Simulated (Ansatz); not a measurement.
**ScIn2N3: what a guessed cell relaxes into**

Where does this trial cell of ScIn2N3 go when cell and atoms are let free, and does the end survive a random kick?

Method: DFT PBE, scalar-relativistic, plane waves, PAW, in Ansatz 0.2.0.

### Step 1. The system as given

The structure is hexagonal, space group P6/mmm (No. 191). Conventional cell: a = 3.956 Å, b = 3.956 Å, c = 8.902 Å, α = 90.00°, β = 90.00°, γ = 120.00°. Sc (site symmetry 6/mmm) is surrounded by 2 In at 2.34 Å. In (site symmetry 6mm) has 1 N at 2.11 Å and 1 Sc at 2.34 Å as nearest neighbours. N (site symmetry -6m2) is surrounded by 6 N at 2.28 Å. N (site symmetry 6/mmm) is surrounded by 2 In at 2.11 Å.

Structure file:

```
CELL_PARAMETERS angstrom
3.95633 0.00000 0.00000
-1.97816 3.42628 0.00000
0.00000 0.00000 8.90250
ATOMIC_POSITIONS crystal
Sc 0.00000 0.00000 0.00000
In 0.00000 0.00000 0.73756
In 0.00000 0.00000 0.26244
N 0.33333 0.66667 0.50000
N 0.66667 0.33333 0.50000
N 0.00000 0.00000 0.50000
```

Recipe of the guess: random cell by space group and Wyckoff sites (P6/mmm, No. 191). Lengths come from tabulated atomic sizes and are only a guess.

### Step 2. A first look at the guess

File input.yaml:

```yaml
crystal:
  lattice:
    - [3.95632623, 0.0, 0.0]
    - [-1.97816311, 3.42627902, 0.0]
    - [0.0, 0.0, 8.90249728]
  atoms:
    - { symbol: Sc, position: [0.0, 0.0, 0.0] }
    - { symbol: In, position: [0.0, 0.0, 0.7375564] }
    - { symbol: In, position: [0.0, 0.0, 0.2624436] }
    - { symbol: "N", position: [0.33333333, 0.66666667, 0.5] }
    - { symbol: "N", position: [0.66666667, 0.33333333, 0.5] }
    - { symbol: "N", position: [0.0, 0.0, 0.5] }
basis:
  ecutwfc: 420
kpoints:
  mp_grid: { grid: [6, 6, 2] }
hamiltonian:
  xc: pbe
scf:
  occupations: { method: gaussian, width: 0.1 }
  lower_state_search: "off"
output:
  forces: true
  stress: true
  eigenvalues: true
```

Command:

```console
$ ansatz run input.yaml --threads 1 --pin off --max-ram 2560MiB --backend cpu --events-out ev --progress --plain --runs-dir out
```

The session goes on with these runs: spin check on a coarse mesh; rough relaxation on the coarse mesh; relaxation on the finer mesh; reference for the kick test.

**Question.** What will these runs give? Wanted: conventional cell; volume; energy over the elements; gap on the mesh; total moment.

The runs gave:

| quantity | value |
| --- | --- |
| symmetry at the end (tolerance 0.05 Å) | space group P6/mmm (No. 191) |
| conventional cell | a = 3.573 Å, b = 3.573 Å, c = 10.156 Å, α = 90.00°, β = 90.00°, γ = 120.00° |
| volume | 18.72 Å³/atom |
| energy over the elements (uncorrected; H, N, O, F and Cl as molecules) | +1.92 eV/atom |
| gap on the mesh | none (metal) |
| total moment | 0.80 μB/cell |

The space group P6/mmm (No. 191) is kept, and the volume per atom shrinks by 6.9 % from the first guess. With a positive formation energy it can't be a ground state. No finished test with a distortion of lower symmetry is shown, so the end may be a saddle point. Other magnetic orders were not searched.
